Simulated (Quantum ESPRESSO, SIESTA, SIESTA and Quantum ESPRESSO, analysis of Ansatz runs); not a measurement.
# V_Cl in SrCl2 (Fm-3m): how far do the levels depend on the basis, the mesh and the program? (SIESTA and Quantum ESPRESSO)

We place the charge-transition levels of V_Cl in SrCl2 (Fm-3m) with atom-centred orbitals, then repeat the energies at other levels of method to see what holds. Model: a cell of 54 host atoms with 1 Cl taken out.

Program: SIESTA and Quantum ESPRESSO. Level of theory: SIESTA numerical-orbital DFT, PBEsol, DZP basis, PseudoDojo 0.4.1 potentials converted to PSML; charged supercells in a uniform background, point-charge correction with alignment at far sites. Results are calculated unless marked as measured.

## (1) The starting structure

The cell holds 53 atoms: 18 Sr and 35 Cl. Cell: a = 9.867 Å, b = 14.801 Å, c = 14.801 Å, α = 60.0°, β = 60.0°, γ = 60.0°. It derives from SrCl2 (space group Fm-3m). Nearest the centre at fractional (0.625, 0.417, 0.417): Sr42 at 3.02 Å, Sr13 at 3.02 Å, Sr48 at 3.02 Å, Sr40 at 3.02 Å, Cl11 at 3.49 Å, Cl5 at 3.49 Å, Cl29 at 3.49 Å, Cl14 at 3.49 Å.

As a file:

```xyz
53
Lattice="0.0001 6.9772 6.9772 10.4658 0.0001 10.4658 10.4658 10.4658 0.0001" Properties=species:S:1:pos:R:3 pbc="T T T"
Sr    0.0000    0.0000    0.0000
Cl    5.2329    5.2329    5.2329
Cl    1.7443    1.7443    1.7443
Sr    3.4886    3.4886    0.0000
Cl    8.7215    8.7215    5.2330
Cl    5.2329    5.2329    1.7444
Sr    6.9772    6.9772    0.0001
Cl   12.2101   12.2101    5.2330
Cl    8.7215    8.7215    1.7444
Sr    3.4886    0.0000    3.4886
Cl    8.7215    5.2330    8.7215
Cl    5.2329    1.7444    5.2329
Sr    6.9772    3.4886    3.4886
Cl   12.2101    8.7216    8.7216
Cl    8.7215    5.2329    5.2329
Sr   10.4658    6.9772    3.4887
Cl   15.6987   12.2101    8.7216
Cl   12.2101    8.7215    5.2330
Sr    6.9772    0.0001    6.9772
Cl   12.2101    5.2330   12.2101
Cl    8.7215    1.7444    8.7215
Sr   10.4658    3.4887    6.9772
Cl   15.6987    8.7216   12.2101
Cl   12.2101    5.2330    8.7215
Sr   13.9544    6.9773    6.9773
Cl   19.1873   12.2102   12.2102
Cl   15.6987    8.7216    8.7216
Sr    0.0000    3.4886    3.4886
Cl    5.2330    8.7215    8.7215
Cl    1.7444    5.2329    5.2329
Sr    3.4886    6.9772    3.4886
Cl    8.7216   12.2101    8.7216
Cl    5.2329    8.7215    5.2329
Sr    6.9772   10.4658    3.4887
Cl   12.2101   15.6987    8.7216
Cl    8.7215   12.2101    5.2330
Sr    3.4886    3.4886    6.9772
Cl    8.7216    8.7216   12.2101
Cl    5.2329    5.2329    8.7215
Sr    6.9772    6.9772    6.9772
Cl   12.2101   12.2101   12.2101
Sr   10.4658   10.4658    6.9773
Cl   15.6987   15.6987   12.2102
Cl   12.2101   12.2101    8.7216
Sr    6.9772    3.4887   10.4658
Cl   12.2101    8.7216   15.6987
Cl    8.7215    5.2330   12.2101
Sr   10.4658    6.9773   10.4658
Cl   15.6987   12.2102   15.6987
Cl   12.2101    8.7216   12.2101
Sr   13.9544   10.4659   10.4659
Cl   19.1873   15.6988   15.6988
Cl   15.6987   12.2102   12.2102
```

The host's dielectric constants go in as inputs: 3.02 for the electrons alone, 7.83 with the ions, from a response run on this crystal (DFPT, PBEsol, Quantum ESPRESSO) at that run's own cell.

The cell's shortest repeat is 9.9 Å.

The primitive cell was relaxed at this level beforehand, to 84.91 Å³.

The defect-free supercell was relaxed beforehand, from displaced atoms: they ended at most 0.01 Å from the sites they started about, so the symmetric structure holds.

## (2) Band edges

Levels are counted from the valence top, which comes from the unit cell, dense mesh; the energy of the host comes from the defect-free supercell at the defects' own k-points, so that the host's part of the sampling error cancels.

The input, host.fdf:

```
SystemName                      SrCl2
SystemLabel                     host
NumberOfSpecies                 2
NumberOfAtoms                   3
%block ChemicalSpeciesLabel
  1   38 Sr
  2   17 Cl
%endblock ChemicalSpeciesLabel
LatticeConstant                 1.0 Ang
%block LatticeVectors
     0.000048000     3.488589000     3.488589000
     3.488589000     0.000048000     3.488589000
     3.488589000     3.488589000     0.000048000
%endblock LatticeVectors
AtomicCoordinatesFormat         Fractional
%block AtomicCoordinatesAndAtomicSpecies
     0.000000000     0.000000000     0.000000000  1
     0.750000358     0.750000358     0.750000358  2
     0.249999642     0.249999642     0.249999642  2
%endblock AtomicCoordinatesAndAtomicSpecies
%block kgrid.MonkhorstPack
    8   0   0  0.00
    0   8   0  0.00
    0   0   8  0.00
%endblock kgrid.MonkhorstPack
XC.Functional                   GGA
XC.Authors                      PBEsol
PAO.BasisSize                   DZP
PAO.EnergyShift                 0.005 Ry
Mesh.Cutoff                     300 Ry
OccupationFunction              FD
ElectronicTemperature           0.01 eV
MaxSCFIterations                150
SCF.MustConverge                true
SCF.Mixer.Method                Pulay
SCF.Mixer.Weight                0.2
SCF.Mixer.History               10
SCF.DM.Tolerance                1.0e-4
SCF.H.Tolerance                 1.0e-3 eV
WriteForces                     true
Charge.Mulliken                 end
```

The run is started by

```console
> OMP_NUM_THREADS=1 siesta host.fdf > host.out
```

The log of the run:

```text
Version         : 5.4.2

                           ***********************
                           *  WELCOME TO SIESTA  *
                           ***********************

[...]
reinit: Reading from file host.fdf

reinit: -----------------------------------------------------------------------
reinit: System Name: SrCl2
reinit: -----------------------------------------------------------------------
reinit: System Label: host
reinit: -----------------------------------------------------------------------

initatom: Reading input for the pseudopotentials and atomic orbitals ----------
Species number:   1 Atomic number:   38 Label: Sr
Species number:   2 Atomic number:   17 Label: Cl

[... pseudopotential checks and orbital generation ...]

prinput: Basis input

PAO.BasisType split

%block ChemicalSpeciesLabel
    1   38 Sr                      # Species index, atomic number, species label
    2   17 Cl                      # Species index, atomic number, species label
%endblock ChemicalSpeciesLabel

%block PAO.Basis                 # Define Basis set
# WARNING: This information might be incomplete!
[...]
(Free)E + p*V (eV/cell)    -1826.6193
Target enthalpy (eV/cell)    -1826.6134
[...]
siesta: Final energy (eV):
siesta:  Band Struct. =    -401.960638
siesta:       Kinetic =     553.299337
siesta:       Hartree =     313.675195
siesta:         Exch. =    -430.833914
siesta:         Corr. =     -38.722598
siesta:   Exch.-corr. =    -469.556511
siesta:  Ion-electron =   -1198.995288
siesta:       Ion-ion =   -1025.036139
siesta:         Total =   -1826.613407
siesta:         Fermi =      -3.149676
[...]
siesta: Stress tensor (static) (eV/Ang**3):
siesta:     0.000070   -0.000003   -0.000003
siesta:    -0.000003    0.000070   -0.000003
siesta:    -0.000003   -0.000003    0.000070
[...]
siesta: Cell volume =         84.912270 Ang**3
[...]
siesta: Pressure (static):
siesta:                Solid            Molecule  Units
siesta:          -0.00000076         -0.00000078  Ry/Bohr**3
siesta:          -0.00006995         -0.00007152  eV/Ang**3
siesta:          -0.11207311         -0.11458132  kBar
[...]
mulliken: Qtot =       24.000

Mulliken Atomic Populations:
Atom #   charge [q] valence [e]  Species
     1     0.988181    9.011819  Sr
     2    -0.494091    7.494091  Cl
     3    -0.494091    7.494091  Cl
 Total     0.000000

Job completed
```

Run time: 22 s. Hardware: 1 MPI rank of Intel Xeon Platinum 8175M at 2.50GHz (Skylake/Cascade Lake), shared host; peak memory 0.22 GiB.

The gap at this level is 5.00 eV.

Test of the sampling: at one point at (¼, ¼, ¼) the host's energy lies under 1 meV an atom below its value on the primitive cell's dense mesh, close enough for the relaxations.

[end of part 1 of 6]

[Logs are printed without paths, hosts, clocks, repeated set-up lines and the standing remarks that a program may print on its own settings, such as how far it seeks lower states.]

[Hosts, paths, dates, database ids (printed as entryN), source tags and the programs' standing remarks are cut or masked in the printed files.]

[For some hosts the program warned that the k-mesh of the response run may be too coarse for force constants and the static dielectric constant; such warnings are not shown here.]

[Charge tables in the logs are Mulliken or Hirshfeld populations, whose sizes and signs can differ; where basis functions stand at a vacancy, SIESTA counts their charge against the missing atom's valence.]

[In relaxation paths of CP2K, step 0 can be the structure after the first move, since the trajectory file begins there, and the last row can be the final structure solved once more.]
